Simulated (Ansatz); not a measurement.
## Polymorphs of AlAs4

These are results of DFT PBE, scalar-relativistic, plane waves, PAW in Ansatz 0.2.0, not measurements. All cells share a 420 eV cutoff and Γ-centred k meshes spaced at most about 0.3 Å⁻¹ (about 0.25 or finer for metals, 2π included). No spin polarisation.

The zero of energy is the elements' standard structures at the same level; no fitted shifts are applied.

All energies are static (0 K, no zero-point motion). Only the structures computed here compete, so a lower one can exist. No dispersion correction is applied, so the spacing and binding between layers, chains or molecules are poorly described (P-3m1, Ccce), and this can change margins and order among such cells. The reference form of As is held partly by dispersion forces, which this level lacks.

Invented guesses were relaxed alike, and ends that match in structure were merged. ΔE counts from the first row. Coordination counts As atoms around Al (those within 1.25 times the shortest such distance or 1.15 times the sum of covalent radii, 1.27 where that leaves under three; a plus sign parts nearer from farther groups). The ends were matched against large subsets of the Crystallography Open Database and the Materials Project, so a missing match doesn't prove that a structure is unreported.

```csv
#,reached from,type and space group,atoms,Å³/atom,coordination,ΔE (meV/atom),gap on mesh (eV),in databases
1,a cell proposed by chemical analogy,P-3m1 (No. 164),10,26.1,Al 3+1,0,0.00,no match
2,a cell proposed by chemical analogy,P2_1/c (No. 14),10,21.8,Al 6,42,0.00,no match
3,Sn4Pd type (Ccce),Ccce (No. 68),10,23.3,Al 4,83,0.00,no match
4,random cell,P4/mnc (No. 128),10,21.0,Al 8,193,0.00,no match
```

The lowest: Space group P-3m1 (No. 164), trigonal, a = 3.843 Å, c = 20.402 Å. Around Al lie 3 As at 2.41 Å, 1 As at 2.69 Å and 3 Al at 2.83 Å; around As on its first site lie 3 Al at 2.41 Å and 1 Al at 2.69 Å; As on its second site is surrounded by 3 As at 2.58 Å; As on its third site has 3 As at 2.58 Å; around As on its fourth site lie 3 As at 2.58 Å. Its energy over the elements is −0.08 eV/atom. Whether it is stable depends on the other phases of the system, which aren't compared here. An observed structure of this formula, if there is one, may be missing.

```cif
data_structure
_symmetry_space_group_name_H-M 'P-3m1'
_symmetry_Int_Tables_number 164
_cell_length_a 3.8431
_cell_length_b 3.8431
_cell_length_c 20.4023
_cell_angle_alpha 90.000
_cell_angle_beta 90.000
_cell_angle_gamma 120.000
_cell_volume 260.96
loop_
_atom_site_label
_atom_site_type_symbol
_atom_site_symmetry_multiplicity
_atom_site_Wyckoff_symbol
_atom_site_fract_x
_atom_site_fract_y
_atom_site_fract_z
_atom_site_occupancy
Al1 Al 2 d 0.33333 0.66667 0.04289 1
As1 As 2 d 0.66667 0.33333 0.08913 1
As2 As 2 c 0.00000 0.00000 0.26597 1
As3 As 2 d 0.33333 0.66667 0.33050 1
As4 As 2 d 0.66667 0.33333 0.46785 1
```

The second: Space group P2_1/c (No. 14), monoclinic, a = 5.348 Å, b = 5.381 Å, c = 7.750 Å, β = 101.6°. Al is surrounded by 6 As at 2.62–2.71 Å; As on its first site is surrounded by 2 As at 2.49–2.50 Å and 2 Al at 2.62–2.66 Å; As on its second site has 3 As at 2.49–2.62 Å and 1 Al at 2.71 Å. Counting As atoms around Al, the first has Al 3+1 and the second has Al 6. The first and the second both hold As–As nets. Cells relaxed within their symmetry can be saddle points.

Space group P2_1/c (No. 14). a = 5.348 Å, b = 5.381 Å, c = 7.750 Å, α = 90.00°, β = 101.57°, γ = 90.00°
| atom | site | symmetry | x | y | z |
| --- | --- | --- | --- | --- | --- |
| Al | 2a | -1 | 0.0000 | 0.5000 | 0.5000 |
| As | 4e | 1 | 0.7885 | 0.3117 | 0.7538 |
| As | 4e | 1 | 0.3726 | 0.1528 | 0.5814 |

Some candidate types were left out of the draw beforehand, so a known form may be missing.
